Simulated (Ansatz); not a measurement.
Formation energy of Li2Se

The computed numbers are results of r²SCAN, scalar-relativistic (no spin polarisation) in the plane-wave PAW code Ansatz at 500 eV, Γ-centred 8×8×8 mesh, 0.05 eV Gaussian smearing. The datasets are Ansatz's generated set soft_2.

The chain of runs began from a cell as deposited in COD, expanded in volume.

The structure is cubic, space group Fm-3m (No. 225). Conventional cell: a = 5.985 Å, b = 5.985 Å, c = 5.985 Å, α = 90.00°, β = 90.00°, γ = 90.00°. Li (site symmetry -43m) has 4 Se at 2.59 Å as nearest neighbours. Se (site symmetry m-3m) is surrounded by 8 Li at 2.59 Å. (Neighbours are counted to 15 % beyond the shortest distance.)

The elements were computed in their standard states with the same datasets, cutoff and functional. Absolute energies hang on the potentials; compare differences alone.

Energy of the relaxed cell (3 atoms, smearing extrapolated to zero): -5892.682 eV. Elements, in eV/atom: Li -205.134, Se -5478.127.

**Question.** What is the formation energy?

**Answer.** [-5892.682 − (2 × -205.134 + 1 × -5478.127)] / 3 = -1.43 eV/atom, or -138 kJ per mole of atoms.

The value is for 0 K, without zero-point energy. Uncorrected semilocal values for oxides, chalcogenides and halides often miss by tenths of an eV an atom. A negative value shows stability against the elements alone, not against other compounds or structures.

Bader charges against formal ones: Li +0.88 (+1), Se −1.76 (−2). The cations give up 88 % of the formal charge; Bader charges stay under formal ones because the anions' density reaches into the cations' basins, though a share this high marks a strongly ionic bond.

Formal charges Li⁺, Se²⁻ balance and leave closed shells on every ion, so a band insulator is expected, and the gap is 3.48 eV.

Semilocal functionals underestimate band gaps, commonly by a third or more.
